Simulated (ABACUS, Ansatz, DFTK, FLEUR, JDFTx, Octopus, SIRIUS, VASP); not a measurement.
## One calculation of NiO, 8 ways

```
Ni O
1.0
     0.00000    2.08590    2.08590
     2.08590    0.00000    2.08590
     2.08590    2.08590    0.00000
Ni O
1 1
Direct
  0.00000 0.00000 0.00000
  0.50000 0.50000 0.50000
```

Alike in all runs: task single point; functional PBEsol; k mesh 11 × 11 × 11; occupations fermi-dirac, width 0.05 eV; collinear spin, ferromagnetic start; no spin-orbit coupling. The measured crystal is an antiferromagnetic insulator; the state found here is the runs' own. Pressure is positive in compression and, in plane waves, holds the error of the finite cutoff.

| program and potentials | plane-wave cutoff (eV) | notes | pressure (GPa) | net moment per atom (μB) |
| --- | --- | --- | --- | --- |
| FLEUR, all-electron, FLAPW | - | - | - | 0.70 |
| DFTK, PseudoDojo SR PBEsol 0.4.1 standard (PBEsol) | 1333 | 12 valence electrons an atom on average | -6.92 | 0.77 |
| ABACUS, PseudoDojo NC SR 0.4.1 PBEsol standard, plane waves | 1333 | 12 valence electrons an atom on average | -6.98 | 0.77 |
| JDFTx, PseudoDojo-SR-PBEsol-0.4.1-standard with smoothed tails | 1333 | 12 valence electrons an atom on average | -6.92 | 0.77 |
| SIRIUS, all-electron FP-LAPW, apw+lo standard | - | - | - | 0.67 |
| Ansatz, all-electron LAPW, scalar-relativistic | - | - | -6.84 | 0.74 |
| Octopus, pseudodojo_pbesol (PseudoDojo 0.4, PBEsol) | - | 12 valence electrons an atom on average | - | 0.78 |
| VASP, PBE PAW files Ni, O, 520 eV | 520 | potentials made for PBE; 8 valence electrons an atom on average | -7.64 | 0.67 |

The pressure spans -7.64 (VASP, PBE PAW files Ni, O, 520 eV) to -6.84 GPa (Ansatz, all-electron LAPW, scalar-relativistic), with all-electron results at -6.84. The net moment per atom spans 0.67 (SIRIUS, all-electron FP-LAPW, apw+lo standard) to 0.78 μB (Octopus, pseudodojo_pbesol (PseudoDojo 0.4, PBEsol)), with all-electron results at 0.67 to 0.74. Runs that ended in another magnetic state (1) are left out. The state is the one that the start led to, which needn't be the lowest.

The functional is the same throughout but for its coding, so the spread measures potentials, basis and numerics; runs on potential files found faulty are left out.
